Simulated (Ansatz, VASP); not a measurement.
Two plane-wave programs on C3N4

Contents of INCAR:

```
  PREC = Accurate
  ENCUT = 520
  EDIFF = 1E-6
  ISMEAR = 0
  SIGMA = 0.01
  LREAL = F
  LASPH = T
  NELM = 80
  ALGO = Normal
  ISIF = 2
  LWAVE = F
  LCHARG = F
  NBANDS = 25
```

The input KPOINTS:

```
Automatic mesh
0
Gamma
  6 6 6
```

File POSCAR:

```
C3N4
1.0
    3.4567600000      0.0000000000      0.0000000000
    0.0000000000      3.4567600000      0.0000000000
    0.0000000000      0.0000000000      3.4567600000
C N
3 4
Direct
    0.0000000000      0.0000000000      0.5000000000
    0.5000000000      0.0000000000      0.0000000000
    0.0000000000      0.5000000000      0.0000000000
    0.2456900000      0.2456900000      0.7543100000
    0.7543100000      0.7543100000      0.7543100000
    0.2456900000      0.7543100000      0.2456900000
    0.7543100000      0.2456900000      0.2456900000
```

Input for Ansatz:

```yaml
crystal:
  lattice:
    - [3.45676, 0.0, 0.0]
    - [0.0, 3.45676, 0.0]
    - [0.0, 0.0, 3.45676]
  atoms:
    - { symbol: C, position: [0.0, 0.0, 0.5] }
    - { symbol: C, position: [0.5, 0.0, 0.0] }
    - { symbol: C, position: [0.0, 0.5, 0.0] }
    - { symbol: "N", position: [0.24569, 0.24569, 0.75431] }
    - { symbol: "N", position: [0.75431, 0.75431, 0.75431] }
    - { symbol: "N", position: [0.24569, 0.75431, 0.24569] }
    - { symbol: "N", position: [0.75431, 0.24569, 0.24569] }
basis:
  ecutwfc: 510.0
kpoints:
  mp_grid:
    grid: [6, 6, 6]
  band_path:
    path:
      - [0.0, 0.0, 0.0]
      - [-0.011003208821646805, 0.0, 0.0]
      - [0.011003208821646805, 0.0, 0.0]
      - [0.0, -0.011003208821646805, 0.0]
      - [0.0, 0.011003208821646805, 0.0]
      - [0.0, 0.0, -0.011003208821646805]
      - [0.0, 0.0, 0.011003208821646805]
      - [0.011003208821646805, 0.011003208821646805, 0.0]
      - [0.011003208821646805, -0.011003208821646805, 0.0]
      - [-0.011003208821646805, 0.011003208821646805, 0.0]
      - [-0.011003208821646805, -0.011003208821646805, 0.0]
      - [0.011003208821646805, 0.0, 0.011003208821646805]
      - [0.011003208821646805, 0.0, -0.011003208821646805]
      - [-0.011003208821646805, 0.0, 0.011003208821646805]
      - [-0.011003208821646805, 0.0, -0.011003208821646805]
      - [0.0, 0.011003208821646805, 0.011003208821646805]
      - [0.0, 0.011003208821646805, -0.011003208821646805]
      - [0.0, -0.011003208821646805, 0.011003208821646805]
      - [0.0, -0.011003208821646805, -0.011003208821646805]
    npoints: 1
hamiltonian:
  xc: lda
scf:
  occupations:
    method: fixed
```

The cell comes from a database or a generator and needn't be the stable form of this composition.

Alike in both runs: task single point; functional LDA; k mesh 6 × 6 × 6; no spin polarisation.

|  | VASP | Ansatz |
| --- | --- | --- |
| version | VASP 6.6.1 | Ansatz 0.2.0 |
| potentials or method | VASP PAW LDA potentials, release 64 (C, N) | plane waves, PAW |
| plane-wave cutoff (eV) | 520 | 510 |
| occupations | gaussian, width 0.01 eV | fixed |
| valence electrons in the cell | 32 | 32 |

|  | VASP | Ansatz | Ansatz less VASP |
| --- | --- | --- | --- |
| gap on the k mesh at the Fermi level (eV) | 2.38 | 2.40 | +0.027 |

 A k mesh can miss the band edges.
